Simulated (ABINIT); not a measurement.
The system is Pb.

```xyz
1
Lattice="0.0000 2.4750 2.4750 2.4750 0.0000 2.4750 2.4750 2.4750 0.0000" Properties=species:S:1:pos:R:3 pbc="T T T"
Pb    0.0000    0.0000    0.0000
```

Base run:

- Program: ABINIT 10.8.3 (patched build)
- Functional: PBE
- Potentials or basis: PseudoDojo NC SR PBE v0.4.1 standard
- Cutoff: 707 eV
- k mesh: 7 × 7 × 7
- Occupations: fermi-dirac, width 0.05 eV
- Spin: no spin polarisation

Its results: pressure 2.8 GPa.

Task: The run is repeated on the same cell with these changes: k mesh from 7 × 7 × 7 to 10 × 10 × 10, with 4 shifts; occupations from fermi-dirac, width 0.05 eV to cold (ABINIT), width 0.136 eV. What comes out?

Result: Pressure 2.4 GPa.

Not every run made on this cell is shown here.
